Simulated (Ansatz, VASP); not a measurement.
**One calculation of Pt, two programs**

```
Pt
1.0
     0.00000    1.93827    1.93827
     1.93827    0.00000    1.93827
     1.93827    1.93827    0.00000
Pt
1
Direct
  0.00000 0.00000 0.00000
```

Alike in both runs: functional PBEsol; k mesh 18 × 18 × 18; occupations gaussian, width 0.1 eV; no spin polarisation.

Ansatz relaxed the structure, and its values are those at the end. VASP's run is a single point on that final structure, the one shown.

|  | VASP | Ansatz |
| --- | --- | --- |
| version | VASP 6.6.1 | Ansatz 0.2.0 |
| potentials or method | VASP PAW PBE potentials, release 64 (Pt) | scalar-relativistic, plane waves, PAW |
| plane-wave cutoff (eV) | 520 | 420 |
| valence electrons in the cell | 10 | 18 |

Ansatz gave:

* gap on the k mesh at the Fermi level (eV): none
* pressure (GPa): 10.0

Q: Estimate VASP's values.

A: gap on the k mesh at the Fermi level (eV): none; pressure (GPa): 9.6.

A gap of «none» marks a metal or a gap that the smearing closes. The two sets of potentials don't hold the same shells in valence.

Caveats: the PAW data sets were made with another functional, which shifts forces and pressure a little (VASP). The runs have no spin-orbit coupling, so splittings on Pt are missing.
